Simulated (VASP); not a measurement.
VASP 6.6.1, PBEsol relaxation of cell and atoms, GaAs (zincblende)

INCAR

```
LWAVE = .FALSE.
IBRION = 2
ENCUT = 600
PREC = Accurate
ISIF = 3
NBANDS = 16
NELM = 120
GGA = PS
SIGMA = 0.02
NSW = 40
LCHARG = .FALSE.
EDIFF = 1E-7
LASPH = .TRUE.
EDIFFG = -5E-3
ISMEAR = -1
LREAL = .FALSE.
```

KPOINTS

```
KPOINTS created by Atomic Simulation Environment
0
Gamma
8 8 8
0 0 0
```

POSCAR

```
Ga As
 1.0000000000000000
     0.0000000000000000    2.8718185906432154    2.8718185906432154
     2.8718185906432154    0.0000000000000000    2.8718185906432154
     2.8718185906432154    2.8718185906432154    0.0000000000000000
 Ga  As
   1   1
Cartesian
  0.0000000000000000  0.0000000000000000  0.0000000000000000
  1.4359092953216077  1.4359092953216077  1.4359092953216077
```

VASP ran with the recommended PBE PAW datasets (18 valence electrons in the cell).

Command

```
mpirun -np 1 vasp_std
```

From OUTCAR

```
k-points           NKPTS =     29   k-points in BZ     NKDIM =     29   number of bands    NBANDS=     16

   NELECT =      18.0000    total number of electrons

   dimension x,y,z NGX =    32 NGY =   32 NGZ =   32
   dimension x,y,z NGXF=    64 NGYF=   64 NGZF=   64

  energy-cutoff  :      600.00
  volume of cell :       45.38
      direct lattice vectors                 reciprocal lattice vectors
     0.000000000  2.831123631  2.831123631    -0.176608324  0.176608324  0.176608324
     2.831123631  0.000000000  2.831123631     0.176608324 -0.176608324  0.176608324
     2.831123631  2.831123631  0.000000000     0.176608324  0.176608324 -0.176608324

 k-points in reciprocal lattice and weights: KPOINTS created by Atomic Simulation Env
   0.00000000  0.00000000  0.00000000       0.002
   0.12500000  0.00000000  0.00000000       0.016
   0.25000000  0.00000000  0.00000000       0.016
   0.37500000  0.00000000  0.00000000       0.016
   0.50000000  0.00000000  0.00000000       0.008
   0.12500000  0.12500000  0.00000000       0.012
   0.25000000  0.12500000  0.00000000       0.047
   0.37500000  0.12500000  0.00000000       0.047
   ...

 E-fermi :   3.9851

 k-point     1 :       0.0000    0.0000    0.0000
  band No.  band energies     occupation
      1     -11.0059      2.00000
      2     -11.0059      2.00000
      3     -11.0059      2.00000
      4     -10.9270      2.00000
      5     -10.9270      2.00000
      6      -8.9565      2.00000
      7       3.7634      1.99997
      8       3.7634      1.99997
      9       3.7634      1.99997
     10       4.1848      0.00009
     11       7.4514      0.00000
     12       7.4514      0.00000
     13       7.4514      0.00000
     14      11.1383      0.00000
     15      13.8602      0.00000
     16      13.8602      0.00000

 k-point     2 :       0.1250    0.0000    0.0000
  band No.  band energies     occupation
      1     -11.0195      2.00000
      2     -11.0024      2.00000
      3     -11.0024      2.00000
      4     -10.9272      2.00000
      5     -10.9272      2.00000
      6      -8.7741      2.00000
      7       1.7729      2.00000
      8       3.5265      2.00000
      9       3.5265      2.00000
     10       5.2856      0.00000
     11       7.7994      0.00000
     12       7.7994      0.00000
     13       7.8871      0.00000
     14      12.0963      0.00000
     15      12.9701      0.00000
     16      12.9701      0.00000

 k-point     3 :       0.2500    0.0000    0.0000
  band No.  band energies     occupation
      1     -11.0492      2.00000
      2     -10.9948      2.00000
      3     -10.9948      2.00000
      4     -10.9268      2.00000
      5     -10.9268      2.00000
      6      -8.2646      2.00000
      7      -0.3968      2.00000
      8       3.0842      2.00000
      9       3.0842      2.00000
     10       5.1351      0.00000
     11       8.3139      0.00000
     12       8.3139      0.00000
     13       9.6179      0.00000
     14      12.5393      0.00000
     15      12.7225      0.00000
     16      12.7225      0.00000

 k-point     4 :       0.3750    0.0000    0.0000
  band No.  band energies     occupation
      1     -11.0756      2.00000
      2     -10.9886      2.00000
      3     -10.9886      2.00000
      4     -10.9247      2.00000
      5     -10.9247      2.00000
      6      -7.5818      2.00000
      7      -2.1412      2.00000
      8       2.7438      2.00000
      9       2.7438      2.00000
     10       4.8039      0.00000
     11       8.3975      0.00000
     12       8.3975      0.00000
     13      11.2583      0.00000
     14      12.5748      0.00000
     15      13.8865      0.00000
     16      13.8865      0.00000

 k-point     5 :       0.5000    0.0000    0.0000
  band No.  band energies     occupation
      1     -11.0859      2.00000
      2     -10.9867      2.00000
      3     -10.9867      2.00000
      4     -10.9233      2.00000
      5     -10.9233      2.00000
      6      -7.1920      2.00000
      7      -2.8937      2.00000
      8       2.6216      2.00000
      9       2.6216      2.00000
     10       4.6787      0.00000
     11       8.3449      0.00000
     12       8.3449      0.00000
     13      11.3399      0.00000
     14      14.0048      0.00000
     15      15.5542      0.00000
     16      15.5542      0.00000

 k-point     6 :       0.1250    0.1250    0.0000
  band No.  band energies     occupation
      1     -11.0271      2.00000
      2     -10.9991      2.00000
      3     -10.9991      2.00000
      4     -10.9300      2.00000
      5     -10.9252      2.00000
      6      -8.7134      2.00000
      7       1.7414      2.00000
      8       3.1027      2.00000
      9       3.1027      2.00000
     10       6.0644      0.00000
     11       6.7818      0.00000
     12       8.4115      0.00000
     13       8.4115      0.00000
     14      11.6931      0.00000
     15      12.4713      0.00000
     16      14.1119      0.00000

 k-point     7 :       0.2500    0.1250    0.0000
  band No.  band energies     occupation
      1     -11.0506      2.00000
      2     -10.9926      2.00000
      3     -10.9911      2.00000
      4     -10.9324      2.00000
      5     -10.9235      2.00000
      6      -8.3114      2.00000
      7       0.1095      2.00000
      8       2.5848      2.00000
      9       2.6130      2.00000
     10       6.2331      0.00000
     11       7.1232      0.00000
     12       9.1482      0.00000
     13       9.2231      0.00000
     14      11.5305      0.00000
     15      13.6869      0.00000
     16      13.9079      0.00000

 k-point     8 :       0.3750    0.1250    0.0000
  band No.  band energies     occupation
      1     -11.0748      2.00000
      2     -10.9873      2.00000
      3     -10.9843      2.00000
      4     -10.9315      2.00000
      5     -10.9221      2.00000
      6      -7.6694      2.00000
      7      -1.6406      2.00000
      8       1.9808      2.00000
      9       2.3217      2.00000
     10       5.9469      0.00000
     11       7.8627      0.00000
     12       9.2847      0.00000
     13       9.8646      0.00000
     14      12.9210      0.00000
     15      13.8205      0.00000
     16      14.7034      0.00000

 k-point     9 :       0.5000    0.1250    0.0000
  band No.  band energies     occupation
      1     -11.0880      2.00000
      2     -10.9847      2.00000
      3     -10.9819      2.00000
      4     -10.9278      2.00000
      5     -10.9225      2.00000
      6      -7.1185      2.00000
      7      -2.7367      2.00000
      8       1.5491      2.00000
      9       2.3132      2.00000
     10       5.7604      0.00000
     11       8.0266      0.00000
     12       9.0153      0.00000
     13      11.3810      0.00000
     14      13.2189      0.00000
     15      14.9676      0.00000
     16      15.5553      0.00000

 k-point    10 :      -0.3750    0.1250    0.0000
  band No.  band energies     occupation
      1     -11.0843      2.00000
      2     -10.9849      2.00000
      3     -10.9839      2.00000
      4     -10.9260      2.00000
      5     -10.9250      2.00000
      6      -7.2570      2.00000
      7      -2.4824      2.00000
      8       1.4117      2.00000
      9       2.5809      2.00000
     10       5.7944      0.00000
     11       8.2365      0.00000
     12       8.7633      0.00000
     13      11.3977      0.00000
     14      13.3062      0.00000
     15      13.4158      0.00000
     16      15.2476      0.00000

 k-point    11 :      -0.2500    0.1250    0.0000
  band No.  band energies     occupation
      1     -11.0650      2.00000
      2     -10.9903      2.00000
      3     -10.9882      2.00000
      4     -10.9293      2.00000
      5     -10.9248      2.00000
      6      -7.9012      2.00000
      7      -1.0940      2.00000
      8       1.6431      2.00000
      9       3.0424      2.00000
     10       6.0086      0.00000
     11       8.4344      0.00000
     12       8.4590      0.00000
     13       9.7884      0.00000
     14      12.0020      0.00000
     15      13.3512      0.00000
     16      14.7532      0.00000

 k-point    12 :      -0.1250    0.1250    0.0000
  band No.  band energies     occupation
      1     -11.0387      2.00000
      2     -10.9984      2.00000
      3     -10.9950      2.00000
      4     -10.9293      2.00000
      5     -10.9257      2.00000
      6      -8.4818      2.00000
      7       0.6011      2.00000
      8       2.3898      2.00000
      9       3.4845      2.00000
     10       5.9956      0.00000
     11       7.7585      0.00000
     12       7.9263      0.00000
     13       9.0965      0.00000
     14      11.9551      0.00000
     15      12.8748      0.00000
     16      13.3517      0.00000

 ...

  Total        0.0004091      0.0004091      0.0004091      0.0000000      0.0000000     -0.0000000
  in kB        0.0144433      0.0144433      0.0144433      0.0000000      0.0000000     -0.0000000
  external PRESSURE =       0.0144433 kB  Pullay stress =       0.0000000 kB

 POSITION                                       TOTAL-FORCE (eV/Angst)
 -----------------------------------------------------------------------------------
      0.00000      0.00000      0.00000        -0.000000     -0.000000     -0.000000
      1.41556      1.41556      1.41556         0.000000      0.000000      0.000000
 -----------------------------------------------------------------------------------
    total drift:                                0.000001      0.000001      0.000001

  FREE ENERGIE OF THE ION-ELECTRON SYSTEM (eV)
  ---------------------------------------------------
  free  energy   TOTEN  =        -9.0874002732 eV

  energy  without entropy=       -9.0874001902  energy(sigma->0) =       -9.08740023
```

CONTCAR

```
Ga As
   1.00000000000000
     0.0000000000000000    2.8311236308069212    2.8311236308069212
     2.8311236308069212    0.0000000000000000    2.8311236308069212
     2.8311236308069212    2.8311236308069212    0.0000000000000000
  Ga              As
     1     1
Direct
     0.0000000000000000    0.0000000000000000    0.0000000000000000
     0.2500000000000000    0.2500000000000000    0.2500000000000000

  0.00000000E+00  0.00000000E+00  0.00000000E+00
  0.00000000E+00  0.00000000E+00  0.00000000E+00
```

* relaxed cell vector lengths: 4.004, 4.004, 4.004 Å
* relaxed cell volume: 45.38 Å³

The run was restarted once from its relaxed cell; OSZICAR and OUTCAR are the second run's.

The run (the restart alone) took about 34 s on one core of a shared host (Intel Xeon Platinum 8488C) and held 0.17 GiB at most.
